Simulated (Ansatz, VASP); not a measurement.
**One calculation of Mg3Te, two programs**

INCAR

```
PREC = Accurate
ENCUT = 520
EDIFF = 1E-6
ISMEAR = -1
SIGMA = 0.08617333262145177
LREAL = F
LASPH = T
NELM = 80
ALGO = Normal
ISIF = 2
LWAVE = F
LCHARG = F
GGA = PE
NBANDS = 14
```

KPOINTS

```
regular mesh
0
Gamma
  2 2 2
```

The input POSCAR:

```
Mg3Te
1.0
   -2.1393600000      2.1393600000      5.2824880000
    2.1393600000     -2.1393600000      5.2824880000
    2.1393600000      2.1393600000     -5.2824880000
Mg Te
3 1
Direct
    0.5000000000      0.5000000000      0.0000000000
    0.7500000000      0.2500000000      0.5000000000
    0.2500000000      0.7500000000      0.5000000000
    0.0000000000      0.0000000000      0.0000000000
```

Input for Ansatz:

```yaml
crystal:
  lattice:
    - [-2.13936, 2.13936, 5.282488]
    - [2.13936, -2.13936, 5.282488]
    - [2.13936, 2.13936, -5.282488]
  atoms:
    - { symbol: Mg, position: [0.5, 0.5, 0.0] }
    - { symbol: Mg, position: [0.75, 0.25, 0.5] }
    - { symbol: Mg, position: [0.25, 0.75, 0.5] }
    - { symbol: Te, position: [0.0, 0.0, 0.0] }
basis:
  ecutwfc: 420
kpoints:
  mp_grid: { grid: [2, 2, 2] }
hamiltonian:
  xc: pbe
scf:
  occupations: { method: fermi_dirac, width: "1000 K" }
output:
  forces: true
  stress: true
  eigenvalues: true
```

Alike in both runs: task single point; functional PBE; k mesh 2 × 2 × 2; no spin polarisation.

```csv
,VASP,Ansatz
version,VASP 6.6.1,Ansatz 0.2.0
potentials or method,"VASP PAW PBE potentials, release 64 (Mg, Te)","scalar-relativistic, plane waves, PAW"
plane-wave cutoff (eV),520,420
occupations,"fermi-dirac, width 0.0861733 eV",fermi-dirac
valence electrons in the cell,12,46
```

```csv
,VASP,Ansatz,Ansatz less VASP
gap on the k mesh at the Fermi level (eV),none,none,-
pressure (GPa),2.5,2.5,+0.07
largest component of the traceless stress (GPa),0.45,0.41,-0.038
```

A gap of «none» marks a metal or a gap that the smearing closes. The two sets of potentials don't hold the same shells in valence.

Caveats: the k mesh is coarse (spacing up to 1.04 Å⁻¹), so the values aren't converged. The runs have no spin-orbit coupling, so splittings on Te are missing.
